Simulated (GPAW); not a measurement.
Here is a GPAW 26.7.0 calculation.

run.py

```python
from ase import Atoms
from ase.dft.bandgap import bandgap
from ase.io import write
from ase.units import GPa
from gpaw import GPAW, PW

atoms = Atoms(['In', 'P'],
              cell=[[0.0, 2.9305, 2.9305],
                    [2.9305, 0.0, 2.9305],
                    [2.9305, 2.9305, 0.0]],
              scaled_positions=[[0.0, 0.0, 0.0],
                                [0.75, 0.75, 0.75]],
              pbc=True)

calc = GPAW(mode=PW(450),
            xc='LDA',
            kpts={'size': (6, 6, 6), 'gamma': True},
            occupations={'name': 'fermi-dirac', 'width': 0.05},
            nbands=18,
            maxiter=120,
            txt='gpaw.txt')
atoms.calc = calc
energy = atoms.get_potential_energy()
forces = atoms.get_forces()
stress = atoms.get_stress()
calc.write('gs.gpw')
write('result.traj', atoms)
print(f'Energy: {energy:.6f} eV')
print('Forces (eV/A):')
print(forces.round(4))
print('Stress (GPa):', (stress / GPa).round(3))
print('Fermi level:', round(calc.get_fermi_level(), 4), 'eV')
print(f'Gap: {bandgap(calc)[0]:.4f} eV, direct: {bandgap(calc, direct=True)[0]:.4f} eV')
```

Potentials or basis: the program's PAW data sets (release 1.2.1) made for this functional, pw.

The run is started by

```bash
$ OMP_NUM_THREADS=1 python run.py
```

(1) Predict the pressure.

(2) Estimate the band gap on the k mesh.

Results:

(1) -2.6 GPa.

(2) 0.47 eV, direct.

Caveat: the cutoff is short for stress and forces, so pressures can be off by a GPa or more; spin-orbit coupling is left out, which moves the levels of the heavy elements.

**The experiment to reproduce.**

From a printed reference work, data compilation, for a bulk crystal of InP at 1.6 K: band gap 1.4236 eV (direct).

Against the measured gap of InP, 1.4236 eV (direct; 1.6 K; a printed reference work, data compilation), the calculated 0.47 eV is off by -0.95 eV. Spin-orbit coupling on In is left out. The value is that of LDA, without temperature or zero-point motion. Semilocal functionals fall short of measured gaps as a rule.
